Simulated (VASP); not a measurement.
## Au: equation of state with LDA

Au:

```
CELL_PARAMETERS angstrom
-1.60803 1.60803 1.60803
1.60803 -1.60803 1.60803
1.60803 1.60803 -1.60803
ATOMIC_POSITIONS crystal
Au 0.00000 0.00000 0.00000
```

This isn't the form of Au at room conditions, which is fcc.

* Program: VASP 6.6.1
* Task: equation of state
* Functional: LDA
* Potentials or basis: VASP PAW LDA potentials, release 64 (Au)
* Cutoff: 520 eV
* k mesh: 10 × 10 × 10
* Occupations: fermi-dirac, width 0.05 eV
* Spin: no spin polarisation
* Ladder: gaps
* Further INCAR settings: ALGO = Normal; EDIFF = 1e-06

| Quantity | Value |
| --- | --- |
| Equilibrium volume | 16.63 Å³/atom |
| Bulk modulus | 192 GPa |
| Pressure derivative of the bulk modulus | 6.0 (rough: it moves with the points fitted) |

Energy against volume, from the lowest point:
```csv
volume (Å³/atom),energy (meV/atom)
15.967,17.60
16.299,4.21
16.632,0.00
16.965,3.82
17.297,14.56
```

All runs of the series together: 28 s on 1 thread of Intel(R) Xeon(R) Platinum 8488C (Sapphire Rapids), with other jobs on the host.

Spin-orbit coupling is left out, which matters for the levels of Au.
